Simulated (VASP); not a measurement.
TiB2 under changes of volume

One of the cells (8.535 Å³/atom); the others are scaled copies at fixed shape and fractional positions:

```
Ti B
1.0
     3.02942    0.00000    0.00000
    -1.51471    2.62355    0.00000
     0.00000    0.00000    3.22180
Ti B
1 2
Direct
  0.00000 0.00000 0.00000
  0.66667 0.33333 0.50000
  0.33333 0.66667 0.50000
```

```yaml
Program: VASP 6.6.1
Functional: r2SCAN
Potentials_or_basis: VASP PAW PBE potentials, release 64 (Ti_sv, B)
Cutoff: 520 eV
k_mesh: 8 × 8 × 8
Occupations: fermi-dirac, width 0.05 eV
Spin: no spin polarisation
```

```tsv
volume (Å³/atom)	energy over the lowest point (meV/atom)	pressure (GPa)
8.194	12.27	11.6
8.365	3.05	5.5
8.535	0.00	0.0
8.706	?	?
8.877	10.19	-9.5
```

**Question.** What does the run at 8.706 Å³/atom give?

**Answer.** Energy over the lowest point 2.54 meV/atom; pressure -5.0 GPa.

Worked out: A Birch-Murnaghan fit of order 2 (a polynomial in V^(-2/3)) to the other rows has its minimum at 8.54 Å³/atom with B0 = V·E''(V) = 262 GPa at fixed shape and positions, which overstates the stiffness. It gives 2.56 meV/atom at 8.706 Å³/atom, against the run's 2.54, and -dE/dV = -4.8 GPa, against -5.0.

Energies are extrapolated to zero smearing.

Caveats: the PAW data sets were made with another functional, which shifts forces and pressure a little.
